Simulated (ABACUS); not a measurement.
The system is Pt.

```
CELL_PARAMETERS angstrom
0.00000 1.96090 1.96090
1.96090 0.00000 1.96090
1.96090 1.96090 0.00000
ATOMIC_POSITIONS crystal
Pt 0.00000 0.00000 0.00000
```

Base run:

* Program: ABACUS 3.10.1
* Functional: AM05
* Potentials or basis: GBRV ultrasoft 1.5 PBEsol
* Cutoff: 544 eV
* Density cutoff: 4354 eV
* Basis: plane waves
* k mesh: 10 × 10 × 10
* Occupations: fermi-dirac, width 0.05 eV
* Spin: no spin polarisation

Its results: band gap on the k mesh none (metal or under the smearing width); pressure -4.1 GPa.

Problem. The run is repeated on the same cell with these changes: functional from AM05 to PBE; potentials or basis from GBRV ultrasoft 1.5 PBEsol to Ansatz NC PBE; cutoff from 544 eV to 1143 eV; density cutoff from 4354 eV to 4572 eV; valence electrons from 16 to 18. What comes out?

Solution. Band gap on the k mesh none (metal or under the smearing width); pressure 10.4 GPa.

Caveats: the potentials were made for another functional, which shifts forces and pressure (some runs).
